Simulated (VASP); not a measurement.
# Si (P6/mmm) in VASP: notebook

Aim: see how the results for Si move with the level of theory and the settings. Levels: revPBE, BLYP, PW91, AM05. Tasks: relaxation of cell and atoms.

Everything below comes from runs of VASP 6.6.1. Logs are shortened: lines on timing, memory, paths and dates and some standing lists are left out, and cuts for length are marked.

**1. The structure**

Symmetry: P6/mmm, No. 191, hexagonal system. The conventional cell has a = 4.121 Å, b = 4.121 Å, c = 2.655 Å, α = 90.00°, β = 90.00°, γ = 120.00°. Si (site symmetry -6m2) is surrounded by 5 Si at 2.38 to 2.65 Å.

The cell was built by a generator and needn't be a form met in nature.

**2. Relaxation of cell and atoms, revPBE**

Contents of INCAR:

```
ALGO = Fast
EDIFF = 1E-6
EDIFFG = -0.005
ENCUT = 600
GGA = RE
IBRION = 2
ISIF = 3
ISMEAR = -1
LASPH = T
LCHARG = F
LREAL = F
LWAVE = F
NELM = 100
NSW = 40
PREC = Accurate
SIGMA = 0.05
```

Contents of KPOINTS:

```
k-points
0
Gamma
  8 8 10
```

Contents of POSCAR:

```
Si
1.0
    4.1209500000      0.0000000000      0.0000000000
   -2.0604700000      3.5688500000      0.0000000000
    0.0000000000      0.0000000000      2.6547900000
Si
2
Direct
    0.3333300000      0.6666700000      0.5000000000
    0.6666700000      0.3333300000      0.5000000000
```

Potentials or basis: VASP PAW PBE potentials, release 64 (Si).

Started as:

```bash
$ cat potpaw_PBE.64/Si/POTCAR > POTCAR
$ mpirun -np 1 vasp_std > vasp.out
```

OUTCAR:

```text
EDIFF = 1E-6
   EDIFFG = -0.005
   ENCUT = 600
   GGA = RE
   IBRION = 2
   ISIF = 3
   ISMEAR = -1
   LASPH = T
   LREAL = F
   NELM = 100
   NSW = 40
   PREC = Accurate

 ion  position               nearest neighbor table
   1  0.333  0.667  0.500-   2 2.38   2 2.38   2 2.38
   2  0.667  0.333  0.500-   1 2.38   1 2.38   1 2.38

  LATTYP: Found a hexagonal cell.
 ALAT       =     4.1209500000
 C/A-ratio  =     0.6442179595

  Lattice vectors:

 A1 = (   4.1209500000,   0.0000000000,   0.0000000000)
 A2 = (  -2.0604700000,   3.5688500000,   0.0000000000)
 A3 = (   0.0000000000,   0.0000000000,   2.6547900000)

Analysis of symmetry for initial positions (statically):
=====================================================================
 Subroutine PRICEL returns:
 Original cell was already a primitive cell.

 Routine SETGRP: Setting up the symmetry group for a
 hexagonal supercell.

 Subroutine GETGRP returns: Found  8 space group operations
 (whereof  8 operations were pure point group operations)
 out of a pool of 24 trial point group operations.

The static configuration has the point symmetry D_2h.

Analysis of symmetry for dynamics (positions and initial velocities):
=====================================================================
 Subroutine PRICEL returns:
 Original cell was already a primitive cell.

 Routine SETGRP: Setting up the symmetry group for a
 hexagonal supercell.

 Subroutine GETGRP returns: Found  8 space group operations
 (whereof  8 operations were pure point group operations)
 out of a pool of 24 trial point group operations.

The dynamic configuration has the point symmetry D_2h.

 Subroutine INISYM returns: Found  8 space group operations
 (whereof  8 operations are pure point group operations),
 and found     1 'primitive' translations

----------------------------------------------------------------------------------------

                                     Primitive cell

  volume of cell :      39.0441

  direct lattice vectors                    reciprocal lattice vectors
     4.120950000  0.000000000  0.000000000     0.242662493  0.140100813  0.000000000
    -2.060470000  3.568850000  0.000000000     0.000000000  0.280202306  0.000000000
     0.000000000  0.000000000  2.654790000     0.000000000  0.000000000  0.376677628

  length of vectors
     4.120950000  4.120949762  2.654790000     0.280202290  0.280202306  0.376677628

  position of ions in fractional coordinates (direct lattice)
     0.333330000  0.666670000  0.500000000
     0.666670000  0.333330000  0.500000000

  ion indices of the primitive-cell ions
   primitive index   ion index
                 1           1
                 2           2

----------------------------------------------------------------------------------------

 KPOINTS: k-points

Automatic generation of k-mesh.
 Grid dimensions read from file:
 generate k-points for:    8    8   10

 Generating k-lattice:

  Cartesian coordinates                     Fractional coordinates (reciprocal lattice)
     0.030332812  0.017512602  0.000000000     0.125000000  0.000000000  0.000000000
     0.000000000  0.035025288  0.000000000     0.000000000  0.125000000  0.000000000
     0.000000000  0.000000000  0.037667763     0.000000000  0.000000000  0.100000000

  Length of vectors
     0.035025286  0.035025288  0.037667763

  Shift w.r.t. Gamma in fractional coordinates (k-lattice)
     0.000000000  0.000000000  0.000000000

 Subroutine IBZKPT returns following result:
 ===========================================

 Found    126 irreducible k-points:

 Following reciprocal coordinates:
            Coordinates               Weight
  0.000000  0.000000  0.000000      1.000000
  0.125000  0.000000  0.000000      4.000000
 -0.125000  0.125000  0.000000      2.000000
  0.250000  0.000000  0.000000      4.000000
 -0.250000  0.250000  0.000000      2.000000
  0.375000  0.000000  0.000000      4.000000
[... 16 lines left out ...]
  0.125000  0.000000  0.100000      8.000000
 -0.125000  0.125000  0.100000      4.000000
[... 38 lines left out ...]
     AMIX     =   0.40;   BMIX     =  1.00
     AMIX_MAG =   1.60;   BMIX_MAG =  1.00
  volume/ion in A,a.u.               =      19.52       131.74
  Fermi-wavevector in a.u.,A,eV,Ry     =   0.965131  1.823833 12.673523  0.931478
  Thomas-Fermi vector in A             =   2.094821
   LORBIT       =      0    0 simple, 1 ext, 2 COOP (PROOUT), +10 PAW based schemes
   GGA     = RE    functional components
   LHFCALC =     F    Hartree Fock is set to
   AEXX    =    0.0000 exact exchange contribution
   IVDW    =     0    specifies the selected vdW correction
   LEPSILON=     F    determine dielectric tensor
   LRPA    =     F    only Hartree local field effects (RPA)
 conjugate gradient relaxation of ions
 non-spin polarized calculation
 RMM-DIIS sequential band-by-band and
  energy-cutoff  :      600.00
  volume of cell :       39.04
 maximum number of plane-waves:      1330
 NGX is ok and might be reduce to    36
   NGX = 17   NGY = 17   NGZ = 11

--------------------------------------- Ionic step        1  -------------------------------------------

 number of electron       8.0000000 magnetization

 Free energy of the ion-electron system (eV)
  ---------------------------------------------------
  ext. energy  EPLUGINS =         0.00000000
  ---------------------------------------------------
  free energy    TOTEN  =        -9.65190218 eV

  energy without entropy =       -9.64575640  energy(sigma->0) =       -9.64882929

------------------------ aborting loop because EDIFF is reached ----------------------------------------

  FORCE on cell =-STRESS in cart. coord.  units (eV):
  Direction    XX          YY          ZZ          XY          YZ          ZX
  --------------------------------------------------------------------------------------
  -------------------------------------------------------------------------------------
  Total        0.2908683      0.2914559      0.0387230      0.0005089      0.0000000      0.0000000
  in kB       11.9357901     11.9599002      1.5889986      0.0208816      0.0000000      0.0000000
  external PRESSURE =       8.4948963 kB  Pullay stress =       0.0000000 kB
[... 165 lines left out ...]
  energy  without entropy=       -9.6469464831  energy(sigma->0) =       -9.65008153

--------------------------------------- Ionic step        6  -------------------------------------------

 number of electron       8.0000001 magnetization

 Free energy of the ion-electron system (eV)
  ---------------------------------------------------
  ext. energy  EPLUGINS =         0.00000000
  ---------------------------------------------------
  free energy    TOTEN  =        -9.65321818 eV

  energy without entropy =       -9.64694302  energy(sigma->0) =       -9.65008060

 E-fermi :   6.1282     XC(G=0):  -9.4984

 val. band max:        6.0937852391   @ k =   0.2500   0.1250   0.0000
 cond. band min:       6.2592643496   @ k =  -0.3750   0.2500   0.1000
 fundamental gap:      0.1654791105
 Fermi energy:         6.1281950369

 k-point     1 :       0.0000    0.0000    0.0000
  band No.  band energies     occupation
      1      -6.1061      2.00000
      2       3.2651      2.00000
      3       3.2653      2.00000
      4       3.3415      2.00000
      5       7.3839      0.00000
      6       7.3840      0.00000
      7      11.7591      0.00000
      8      12.5559      0.00000
[... 243 lines left out ...]
 k-point    24 :      -0.1250    0.1250    0.1000
  band No.  band energies     occupation
      1      -5.7554      2.00000
      2       1.6234      2.00000
      3       3.1917      2.00000
      4       5.0969      2.00000
      5       7.5431      0.00000
      6       8.1254      0.00000
      7       9.8961      0.00000
      8      13.3520      0.00000

 [... further k-points ...]

------------------------ aborting loop because EDIFF is reached ----------------------------------------

  FORCE on cell =-STRESS in cart. coord.  units (eV):
  Direction    XX          YY          ZZ          XY          YZ          ZX
  --------------------------------------------------------------------------------------
  -------------------------------------------------------------------------------------
  Total       -0.0038850     -0.0037139     -0.0058275      0.0001482      0.0000000      0.0000000
  in kB       -0.1577981     -0.1508479     -0.2366963      0.0060190      0.0000000      0.0000000
  external PRESSURE =      -0.1817808 kB  Pullay stress =       0.0000000 kB
[... 17 lines left out ...]
  FREE ENERGIE OF THE ION-ELECTRON SYSTEM (eV)
  ---------------------------------------------------
  free  energy   TOTEN  =        -9.6532181752 eV

  energy  without entropy=       -9.6469430180  energy(sigma->0) =       -9.65008060

 reached required accuracy - stopping structural energy minimisation
```

It took 2.5 min on 1 thread of Intel Xeon Platinum 8259CL at 2.50GHz (Skylake/Cascade Lake), shared host; peak memory 0.19 GiB.

Results:

```yaml
Free_energy: -9.6532 eV
Relaxed_volume: 19.72 Å³/atom
Relaxed_cell: a = 4.140 Å, b = 4.140 Å, c = 2.658 Å, α = 90.00°, β = 90.00°, γ = 120.00°
Space_group_after_relaxing_to_0.05_Å: P6/mmm (No. 191)
Energy_gained_by_relaxing: 0.7 meV/atom
Ionic_steps: 6
Pressure_after_relaxing: 0.0 GPa
Band_gap_on_the_k_mesh: none (metal or under the smearing width)
```

The path:
| step | energy change (eV) | largest force (eV/Å) | pressure (GPa) | volume (Å³) |
| --- | --- | --- | --- | --- |
| 1 | 0.0000 | 0.0005 | 0.85 | 39.04 |
| 2 | -0.0009 | 0.0004 | -0.40 | 39.63 |
| 3 | -0.0013 | 0.0001 | 0.04 | 39.42 |
| 4 | -0.0013 | 0.0001 | 0.03 | 39.43 |
| 5 | -0.0013 | 0.0001 | -0.03 | 39.45 |
| 6 | -0.0013 | 0.0001 | -0.02 | 39.45 |

Final structure:
```
Si
1.0
     4.13974    0.00004    0.00000
    -2.06983    3.58514    0.00000
     0.00000    0.00000    2.65779
Si
2
Direct
  0.33333 0.66667 0.50000
  0.66667 0.33333 0.50000
```

Levels at points of the mesh, in eV from the Fermi level:
| k point | band 2 | band 3 | band 4 | band 5 | band 6 | band 7 |
| --- | --- | --- | --- | --- | --- | --- |
| (0.00, 0.00, 0.00) | -2.86 | -2.86 | -2.79 | 1.26 | 1.26 | 5.63 |
| (0.50, 0.00, 0.00) | -8.74 | -4.02 | -1.26 | 6.09 | 7.02 | 7.06 |
| (0.50, 0.50, 0.00) | -8.74 | -4.02 | -1.26 | 6.09 | 7.02 | 7.06 |
| (0.00, 0.00, 0.50) | -5.83 | -0.16 | -0.16 | 1.17 | 3.12 | 4.29 |
| (0.50, 0.00, 0.50) | -4.94 | -4.21 | -2.57 | -1.18 | 2.91 | 3.89 |
| (0.50, 0.50, 0.50) | -4.94 | -4.21 | -2.57 | -1.18 | 2.91 | 3.89 |

Caveat: the PAW data sets were made with another functional, which shifts forces and pressure a little.

**3. Relaxation of cell and atoms, BLYP**

Contents of INCAR:

```
  PREC = Accurate
  ENCUT = 600
  EDIFF = 1E-6
  ISMEAR = -1
  SIGMA = 0.05
  LREAL = False
  LASPH = True
  NELM = 60
  ALGO = Normal
  ISIF = 3
  LWAVE = False
  LCHARG = False
  GGA = B5
  ALDAX = 1.0
  AGGAX = 1.0
  AGGAC = 1.0
  ALDAC = 0.0
  IBRION = 2
  NSW = 40
  EDIFFG = -0.02
```

Contents of KPOINTS:

```
Automatic mesh
0
Gamma
  8 8 10
```

POSCAR is that of step 2.

Potentials or basis: VASP PAW PBE potentials, release 64 (Si).

Started as:

```bash
$ cat potpaw_PBE.64/Si/POTCAR > POTCAR
$ mpirun -np 1 vasp_std > vasp.out
```

Run time: 3.9 min. Hardware: 1 thread of Intel Xeon Platinum 8259CL at 2.50GHz (Skylake/Cascade Lake), shared host; peak memory 0.2 GiB.

Results (log left out):

```
Free energy                            : -8.5353 eV
Relaxed volume                         : 20.71 Å³/atom
Relaxed cell                           : a = 4.195 Å, b = 4.195 Å, c = 2.718 Å, α = 90.00°, β = 90.00°, γ = 120.00°
Space group after relaxing (to 0.05 Å) : P6/mmm (No. 191)
Energy gained by relaxing              : 15.0 meV/atom
Ionic steps                            : 6
Pressure after relaxing                : -0.1 GPa
Band gap on the k mesh                 : none (metal or under the smearing width)
```

Step by step:
```csv
step,energy change (eV),largest force (eV/Å),pressure (GPa),volume (Å³)
1,0.0000,0.0005,4.30,39.04
2,-0.0278,0.0003,-1.04,42.08
3,-0.0300,0.0002,0.00,41.38
4,-0.0300,0.0002,-0.08,41.43
5,-0.0300,0.0001,-0.05,41.42
6,-0.0300,0.0001,-0.06,41.43
```

Final structure:
```
Si
1.0
     4.19498    0.00005    0.00000
    -2.09744    3.63298    0.00000
     0.00000    0.00000    2.71822
Si
2
Cartesian
  0.0000 2.4220 1.3591
  2.0975 1.2110 1.3591
```

Levels at points of the mesh, in eV from the Fermi level:
| k point | band 1 | band 2 | band 3 | band 4 | band 5 | band 6 | band 7 | band 8 |
| --- | --- | --- | --- | --- | --- | --- | --- | --- |
| (0.00, 0.00, 0.00) | -11.94 | -3.01 | -2.75 | -2.75 | 1.41 | 1.41 | 5.74 | 5.76 |
| (0.50, 0.00, 0.00) | -10.22 | -8.56 | -3.85 | -1.15 | 5.85 | 6.87 | 6.91 | 7.09 |
| (0.50, 0.50, 0.00) | -10.22 | -8.56 | -3.85 | -1.15 | 5.85 | 6.87 | 6.91 | 7.09 |
| (0.00, 0.00, 0.50) | -8.47 | -5.47 | -0.38 | -0.38 | 1.09 | 2.14 | 4.14 | 4.14 |
| (0.50, 0.00, 0.50) | -6.73 | -5.14 | -3.93 | -2.34 | -1.34 | 2.61 | 4.25 | 5.28 |
| (0.50, 0.50, 0.50) | -6.73 | -5.14 | -3.93 | -2.34 | -1.34 | 2.61 | 4.25 | 5.28 |

Caveat: the PAW data sets were made with another functional, which shifts forces and pressure a little.

**4. Relaxation of cell and atoms, PW91**

Contents of INCAR:

```
SYSTEM = Si
  PREC = Accurate
  ENCUT = 600
  EDIFF = 1E-6
  ISMEAR = -1
  SIGMA = 0.05
  LREAL = .False.
  LASPH = .True.
  NELM = 100
  ALGO = Normal
  ISIF = 3
  LWAVE = .False.
  LCHARG = .False.
  GGA = 91
  IBRION = 2
  NSW = 60
  EDIFFG = -0.02
```

Contents of KPOINTS:

```
Automatic mesh
0
Gamma
  8 8 10
  0 0 0
```

POSCAR is that of step 3.

Started as:

```bash
$ cat potpaw_PBE.64/Si/POTCAR > POTCAR
$ mpirun -np 1 vasp_std > vasp.out
```

Run time: 67 s. Hardware: 1 thread of Intel Xeon Platinum 8259CL at 2.50GHz (Skylake/Cascade Lake), shared host; peak memory 0.18 GiB.

The run converged. Its results:

- Free energy: -10.0455 eV
- Relaxed volume: 19.57 Å³/atom
- Relaxed cell: a = 4.127 Å, b = 4.127 Å, c = 2.654 Å, α = 90.00°, β = 90.00°, γ = 120.00°
- Space group after relaxing (to 0.05 Å): P6/mmm (No. 191)
- Energy gained by relaxing: 0.1 meV/atom
- Ionic steps: 3
- Pressure after relaxing: 0.0 GPa
- Band gap on the k mesh: none (metal or under the smearing width)

Step by step:
```csv
step,energy change (eV),largest force (eV/Å),pressure (GPa),volume (Å³)
1,0.0000,0.0005,0.25,39.04
2,-0.0001,0.0004,-0.13,39.22
3,-0.0001,0.0000,0.01,39.15
```

Final structure:
```xyz
2
Lattice="4.1268 0.0000 0.0000 -2.0634 3.5740 0.0000 0.0000 0.0000 2.6543" Properties=species:S:1:pos:R:3 pbc="T T T"
Si    0.0000    2.3827    1.3271
Si    2.0634    1.1913    1.3271
```

Levels at points of the mesh, in eV from the Fermi level:
```
           k point  band 1  band 2  band 3  band 4  band 5  band 6  band 7  band 8
(0.00, 0.00, 0.00)  -12.27   -2.85   -2.85   -2.77    1.28    1.28    5.57    6.38
(0.50, 0.00, 0.00)  -10.46   -8.77   -4.03   -1.29    6.14    7.03    7.12    7.81
(0.50, 0.50, 0.00)  -10.46   -8.77   -4.03   -1.29    6.14    7.03    7.12    7.81
(0.00, 0.00, 0.50)   -8.39   -5.84   -0.17   -0.17    1.19    3.10    4.32    4.32
(0.50, 0.00, 0.50)   -6.55   -4.97   -4.21   -2.57   -1.19    2.90    3.96    5.09
(0.50, 0.50, 0.50)   -6.55   -4.97   -4.21   -2.57   -1.19    2.90    3.96    5.09
```

Caveat: the PAW data sets were made with another functional, which shifts forces and pressure a little.

**5. Relaxation of cell and atoms, AM05**

Contents of INCAR:

```
SYSTEM = Si
PREC = Accurate
ENCUT = 600
EDIFF = 1E-7
ISMEAR = -1
SIGMA = 0.05
LREAL = .FALSE.
LASPH = .TRUE.
NELM = 100
ALGO = Fast
ISIF = 3
LWAVE = .FALSE.
LCHARG = .FALSE.
GGA = AM
IBRION = 2
NSW = 60
EDIFFG = -0.005
```

Contents of KPOINTS:

```
regular mesh
0
G
  8 8 10
  0 0 0
```

POSCAR is that of step 4.

Started as:

```bash
$ cat potpaw_PBE.64/Si/POTCAR > POTCAR
$ mpirun -np 1 vasp_std > vasp.out
```

Run time: 2.9 min. Hardware: 1 thread of Intel Xeon Platinum 8259CL at 2.50GHz (Skylake/Cascade Lake), shared host; peak memory 0.2 GiB.

The run converged. Its results:

```
Free energy                            : -10.5223 eV
Relaxed volume                         : 19.03 Å³/atom
Relaxed cell                           : a = 4.095 Å, b = 4.095 Å, c = 2.620 Å, α = 90.00°, β = 90.00°, γ = 120.00°
Space group after relaxing (to 0.05 Å) : P6/mmm (No. 191)
Energy gained by relaxing              : 3.8 meV/atom
Ionic steps                            : 7
Pressure after relaxing                : 0.0 GPa
Band gap on the k mesh                 : none (metal or under the smearing width)
```

Step by step:
| step | energy change (eV) | largest force (eV/Å) | pressure (GPa) | volume (Å³) |
| --- | --- | --- | --- | --- |
| 1 | 0.0000 | 0.0005 | -2.12 | 39.04 |
| 2 | -0.0060 | 0.0003 | 1.08 | 37.60 |
| 3 | -0.0077 | 0.0001 | 0.02 | 38.05 |
| 4 | -0.0077 | 0.0001 | -0.03 | 38.07 |
| 5 | -0.0077 | 0.0001 | -0.05 | 38.07 |
| 6 | -0.0077 | 0.0001 | -0.04 | 38.07 |
| 7 | -0.0077 | 0.0001 | 0.01 | 38.05 |

Final structure:
```
Si
1.0
     4.09532    0.00005    0.00000
    -2.04761    3.54668    0.00000
     0.00000    0.00000    2.61966
Si
2
Direct
  0.33333 0.66667 0.50000
  0.66667 0.33333 0.50000
```

Levels at points of the mesh, in eV from the Fermi level:
```csv
k point,band 1,band 2,band 3,band 4,band 5,band 6,band 7,band 8
"(0.00, 0.00, 0.00)",-12.44,-2.91,-2.91,-2.67,1.19,1.19,5.56,6.76
"(0.50, 0.00, 0.00)",-10.57,-8.88,-4.12,-1.35,6.27,7.14,7.20,8.16
"(0.50, 0.50, 0.00)",-10.57,-8.88,-4.12,-1.35,6.27,7.14,7.20,8.16
"(0.00, 0.00, 0.50)",-8.31,-6.03,-0.03,-0.03,1.23,3.62,4.40,4.40
"(0.50, 0.00, 0.50)",-6.43,-4.86,-4.36,-2.69,-1.09,3.07,3.80,5.04
"(0.50, 0.50, 0.50)",-6.42,-4.86,-4.36,-2.69,-1.09,3.07,3.80,5.04
```

Caveat: the PAW data sets were made with another functional, which shifts forces and pressure a little.

**6. Summary**

| level | gap on the mesh (eV) | pressure (GPa) | relaxed volume (Å³/atom) |
| --- | --- | --- | --- |
| revPBE | none | 0.0 | 19.72 |
| BLYP | none | -0.1 | 20.71 |
| PW91 | none | 0.0 | 19.57 |
| AM05 | none | 0.0 | 19.03 |

Alike in all rows: task relaxation of cell and atoms; potentials or basis VASP PAW PBE potentials, release 64 (Si); no spin polarisation; cell relaxed; k mesh 8 × 8 × 10; cutoff (eV) 600; smearing fermi-dirac 0.05 eV.

Caveats: the PAW data sets were made with another functional, which shifts forces and pressure a little.

Total energies depend on the potentials used, so only differences within one code and one set of settings carry meaning.
